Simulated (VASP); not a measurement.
Write the native input for VASP 6.6.1 that does the following.

```yaml
Task: single point
Functional: r2SCAN
Potentials_or_basis: VASP PAW PBE potentials, release 64 (W_sv)
Cutoff: 520 eV
k_mesh: 6 × 6 × 4
Occupations: gaussian, width 0.1 eV
Spin: no spin polarisation
Dipole_correction: no
Further_INCAR_settings: ALGO = Normal; EDIFF = 1e-07; NBANDS = 36
```

W:

```
CELL_PARAMETERS angstrom
2.65715 -1.75618 0.00000
2.65715 1.75618 0.00000
0.00000 0.00000 7.16388
ATOMIC_POSITIONS crystal
W 0.85000 0.15000 0.11700
W 0.65000 0.35000 0.61700
W 0.15000 0.85000 0.88300
W 0.35000 0.65000 0.38300
```

The cell was built by a generator and needn't be a form met in nature.

The input as run:

POSCAR

```
W
1.0
    2.6571548570     -1.7561760909      0.0000000000
    2.6571548570      1.7561760909      0.0000000000
    0.0000000000      0.0000000000      7.1638799453
W
4
Direct
    0.8500000000      0.1500000000      0.1170000000
    0.6500000000      0.3500000000      0.6170000000
    0.1500000000      0.8500000000      0.8830000000
    0.3500000000      0.6500000000      0.3830000000
```

INCAR.step1

```
SYSTEM = W
PREC = Accurate
ENCUT = 520
ISMEAR = 0
SIGMA = 0.1
LREAL = .FALSE.
LASPH = .TRUE.
NELM = 100
NBANDS = 36
GGA = PE
ALGO = Normal
EDIFF = 1E-4
LWAVE = .TRUE.
LCHARG = .FALSE.
```

INCAR.step2

```
SYSTEM = W
PREC = Accurate
ENCUT = 520
EDIFF = 1E-7
ISMEAR = 0
SIGMA = 0.1
LREAL = .FALSE.
LASPH = .TRUE.
NELM = 100
ALGO = Normal
ISIF = 2
LWAVE = .FALSE.
LCHARG = .FALSE.
METAGGA = R2SCAN
LMIXTAU = .TRUE.
NBANDS = 36
ISTART = 1
```

KPOINTS

```
regular mesh
0
G
  6 6 4
  0 0 0
```

Potentials or basis: VASP PAW PBE potentials, release 64 (W_sv).

The run is started by

```sh
$ cat potpaw_PBE.64/W_sv/POTCAR > POTCAR
$ cp INCAR.step1 INCAR
$ mpirun -np 1 vasp_std > vasp.out
$ cp INCAR.step2 INCAR
$ mpirun -np 1 vasp_std > vasp.out
```

Results of the run:

```
Pressure               : 44.7 GPa
Largest force          : 13.287 eV/Å
Band gap on the k mesh : none (metal or under the smearing width)
```

Caveat: a pressure of tens of GPa on the cell as given is suspect, and the run, the potentials or the cell itself is likely at fault; the PAW data sets were made with another functional, which shifts forces and pressure a little.

Run time: 2.1 min on 1 thread of Intel(R) Xeon(R) 6975P-C (Granite Rapids) (shared host), peak memory 0.22 GiB.
